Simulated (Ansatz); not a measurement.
From the elastic tensor of CaF₂ at 15 GPa (stress–strain coefficients) to moduli and sound speeds

The calculation used DFT PBE, scalar-relativistic, plane waves, PAW in Ansatz. Settings: 420 eV plane-wave cutoff, Γ-centred 8×8×8 mesh, fixed occupations. No spin polarisation.

The structure is cubic, space group Fm-3m (No. 225). The conventional cell has a = 5.258 Å, b = 5.258 Å, c = 5.258 Å, α = 90.00°, β = 90.00°, γ = 90.00°. Ca (site symmetry m-3m) has 8 F at 2.28 Å as nearest neighbours. F (site symmetry -43m) is surrounded by 4 Ca at 2.28 Å.

The real crystal has changed phase below this pressure.

Relaxed-ion constants (GPa, on the Cartesian axes of the calculation):
C11 = 228.1, C12 = 95.7, C13 = 95.7, C22 = 228.1, C23 = 95.7, C33 = 228.1, C44 = 40.9, C55 = 40.9, C66 = 40.9 GPa; the others vanish.

Density 3.568 g/cm³; 3 atoms in 36.34 Å³.

The values that follow are for a polycrystal of randomly turned grains, by Hill's mean where one number stands.

| Property | Result |
| --- | --- |
| Bulk modulus, Voigt / Reuss / Hill | 139.8 / 139.8 / 139.8 GPa |
| Shear modulus, Voigt / Reuss / Hill | 51.0 / 48.3 / 49.6 GPa |
| Young's modulus | 133 GPa |
| Poisson ratio | 0.341 |
| Pugh ratio B/G | 2.82 |
| Universal anisotropy index | 0.28 |
| Longitudinal and transverse sound speeds | 7598 and 3730 m/s |
| Debye temperature from the mean sound speed | 543 K |

Cost: 1 run of about 0.46 core-minutes, on AMD EPYC 7R43 (Zen 3) (shared hosts).

The cubic lattice resists compression much more strongly than shear, and its softest shear is the one governed by C44 (40.9 GPa). Fluorine sits at a site without inversion symmetry, so this strain lets the two fluorine sublattices shift against each other and relieve part of the stress. Repulsion between fluorine neighbours along the cube axes probably helps to keep C11 high.

C12 exceeds C44 by more than the pressure term alone would give for central forces, which fits this internal relaxation, though many-body forces may also contribute. The large B/G ratio should not be read as ductility: pressure itself raises it, and fluorite is known to cleave readily at ordinary temperatures.

The constants satisfy the elastic stability conditions for a cubic crystal under pressure, so the lattice withstands small homogeneous strains. That is compatible with a first-order, reconstructive transition, which needs no elastic softening to zero, but it says nothing about phonon instabilities at finite wavevector.
